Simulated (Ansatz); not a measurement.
## CsCl: what relativity and spin–orbit coupling change

```xyz
2
Lattice="4.1230 0.0000 0.0000 0.0000 4.1230 0.0000 0.0000 0.0000 4.1230" Properties=species:S:1:pos:R:3 pbc="T T T"
Cs    0.0000    0.0000    0.0000
Cl    2.0615    2.0615    2.0615
```

Atom numbers follow the list: Cs1, Cl2.

The conventional cell has a = 4.123 Å, b = 4.123 Å, c = 4.123 Å, α = 90.00°, β = 90.00°, γ = 90.00°. Cs (atom 1) has 8 Cl at 3.57 Å as nearest neighbours. Cl (atom 2) is surrounded by 8 Cs at 3.57 Å.

The cell is COD entry 9008789, as deposited and not checked against the literature; nothing was relaxed.

One fixed cell is solved with PBE by PAW (frozen-core files) in Ansatz 0.2.0 under different relativistic treatments. Pressure is positive in compression.

The runs use a Γ-centred 6×6×6 k mesh, Fermi–Dirac smearing of 0.03 eV, cutoff 420 eV, no spin polarisation.

| setting | P (GPa) | gap over the k mesh and a high-symmetry path (eV) | lowest level at Γ above −25 eV, from the valence-band top or, without a gap, the Fermi level (eV) |
| --- | --- | --- | --- |
| scalar-relativistic | 1.00 | ? | -19.36 |
| with spin–orbit coupling | 1.00 | ? | -19.40 |

Problem. Give the missing entry: row "with spin–orbit coupling", column "gap over the k mesh and a high-symmetry path (eV)".

Solution. 5.21.

Problem. What belongs in the row "scalar-relativistic", column "gap over the k mesh and a high-symmetry path (eV)"?

Solution. 5.27.
